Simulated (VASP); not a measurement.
Here is a VASP 6.6.1 calculation.

INCAR

```
SYSTEM = SrCl2
ALGO = Normal
EDIFF = 1E-7
EDIFFG = -0.005
ENCUT = 300
GGA = PE
IBRION = 2
ISIF = 3
ISMEAR = 0
LASPH = .True.
LCHARG = .False.
LREAL = .False.
LWAVE = .False.
NELM = 80
NSW = 90
PREC = Accurate
SIGMA = 0.03
```

KPOINTS

```
k-points
0
Gamma
  4 4 4
  0 0 0
```

File POSCAR:

```
SrCl2                                   
1.0
   -0.0000000000      3.5124293824      3.5124293824
    3.5124293824     -0.0000000000      3.5124293824
    3.5124293824      3.5124293824      0.0000000000
  Sr              Cl            
     1     2
Direct
     0.0000000000000000    1.0000000000000000    0.0000000000000000
     0.2500000000000000    0.2500000000000000    0.2500000000000000
     0.7500000000000000    0.7500000000000000    0.7500000000000000
```

Potentials or basis: VASP PAW PBE potentials, release 64 (Sr_sv, Cl).

Run with:

```bash
$ cat potpaw_PBE.64/Sr_sv/POTCAR potpaw_PBE.64/Cl/POTCAR > POTCAR
$ mpirun -np 1 vasp_std > vasp.out
```

**Question.** Estimate the relaxed volume.

**Answer.** 28.93 Å³/atom.

**Question.** What does it give for the relaxed cell?

**Answer.** a = 4.970 Å, b = 4.970 Å, c = 4.970 Å, α = 60.00°, β = 60.00°, γ = 60.00°.

**Question.** What does it give for the band gap on the k mesh?

**Answer.** 5.25 eV, indirect (least direct gap 5.51 eV).

**Question.** Estimate the space group after relaxing (to 0.05 Å).

**Answer.** Fm-3m (No. 225).

Final structure:
```
Sr Cl
1.0
     0.00000    3.51408    3.51408
     3.51408    0.00000    3.51408
     3.51408    3.51408    0.00000
Sr Cl
1 2
Direct
  0.00000 0.00000 0.00000
  0.25000 0.25000 0.25000
  0.75000 0.75000 0.75000
```

Caveat: the cutoff is under 1.25 times the usual one of these potentials, so pressure, stress and relaxed cells hold a basis-set (Pulay) error. A k mesh can miss the band edges.
